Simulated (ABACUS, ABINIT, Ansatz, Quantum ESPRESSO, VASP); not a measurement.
# GaAs: band gap by level of theory

The structure is cubic, space group F-43m (No. 216). The conventional cell has a = 5.654 Å, b = 5.654 Å, c = 5.654 Å, α = 90.00°, β = 90.00°, γ = 90.00°. As (site symmetry -43m) has 4 Ga at 2.45 Å as nearest neighbours. Ga (site symmetry -43m) is surrounded by 4 As at 2.45 Å.

| rung | level | program and potentials | cutoff (eV) | k mesh | smearing | task | spin | band gap (eV) | miss (eV) | notes |
| --- | --- | --- | --- | --- | --- | --- | --- | --- | --- | --- |
| GGA | PBE | Ansatz, Ansatz NC | 1143 | 8 × 8 × 8 | fermi-dirac 0.05 | band structure | off | 0.51 | -1.01 | 14 valence electrons an atom on average |
| GGA | PBE | Ansatz, all-electron LAPW, relativistic spinors | - | 6 × 6 × 6 | fermi-dirac 0.05 | band structure | SOC, no magnetisation | 0.41 | -1.11 | - |
| GGA | PBE | VASP, PBE PAW files As, Ga_d, release 54, 520 eV | 520 | 8 × 8 × 8 | fermi-dirac 0.05 | band structure | off | (a) | ? | 9 valence electrons an atom on average |
| GGA | PBEsol | ABINIT, PseudoDojo NC SR PBEsol v0.4 stringent | 1442 | 6 × 6 × 6 | fermi-dirac 0.05 | single point | off | 0.44 | -1.08 | 22 valence electrons an atom on average |
| GGA | PBEsol | Quantum ESPRESSO, PseudoDojo 0.4.1 SR PBEsol standard | 1143 | 8 × 8 × 8 | fermi-dirac 0.05 | band structure | off | 0.44 | -1.08 | 14 valence electrons an atom on average |
| GGA | PW91 | VASP, PBE PAW files As, Ga_d, 520 eV | 520 | 8 × 8 × 8 | fermi-dirac 0.05 | band structure | off | 0.51 | -1.01 | potentials made for PBE; 9 valence electrons an atom on average |
| GGA | RPBE | ABINIT, JTH PAW PBE v2.0 | 463 | 8 × 8 × 8 | fermi-dirac 0.05 | band structure | off | 0.63 | -0.89 | potentials made for PBE; 14 valence electrons an atom on average |
| GGA | RPBE | VASP, PBE PAW files As, Ga_d, 520 eV | 520 | 8 × 8 × 8 | fermi-dirac 0.05 | band structure | off | (b) | ? | potentials made for PBE; 9 valence electrons an atom on average |
| GGA | SOGGA | ABACUS, GBRV ultrasoft 1.5 PBE, plane waves | 544 | 6 × 6 × 6 | fermi-dirac 0.05 | single point | off | 0.47 | -1.05 | potentials made for PBE; 12 valence electrons an atom on average |
| meta-GGA | rSCAN | VASP, PBE PAW files As, Ga_d, 520 eV | 520 | 8 × 8 × 8 | fermi-dirac 0.05 | band structure | off | 0.96 | -0.56 | potentials made for PBE; 9 valence electrons an atom on average |
| model potential | TB-mBJ | VASP, PBE PAW files As, Ga_d, 520 eV | 520 | 8 × 8 × 8 | fermi-dirac 0.05 | band structure | off | 1.59 | +0.07 | potentials made for PBE; 9 valence electrons an atom on average |
| hybrid | PBE0 | Ansatz, PAW datasets made for the crystal | 360 | 6 × 6 × 6 | fermi-dirac 0.05 | single point | off | 2.02 | +0.50 | 14 valence electrons an atom on average |

Gaps are the least found on the k mesh or the band path, and a mesh can miss the band edges. Smearing widths are in eV. The cell comes from a database and isn't always the measured one. Meshes differ between rows, which moves values too. All levels ran on this one cell, unrelaxed unless noted. Meshes are those of the run's cell of 2 atoms unless a note names another. Misses use the values as printed. Runs on faulty files, with rough fits or with known faults for this quantity aren't shown.

Measured: 1.52 eV at 1.2 K (a printed reference work). The runs are for a static lattice.

**Question.** Estimate the values left out from the other rows.

**Answer.** (a) 0.52 eV, miss -1.00; (b) 0.64 eV, miss -0.88.
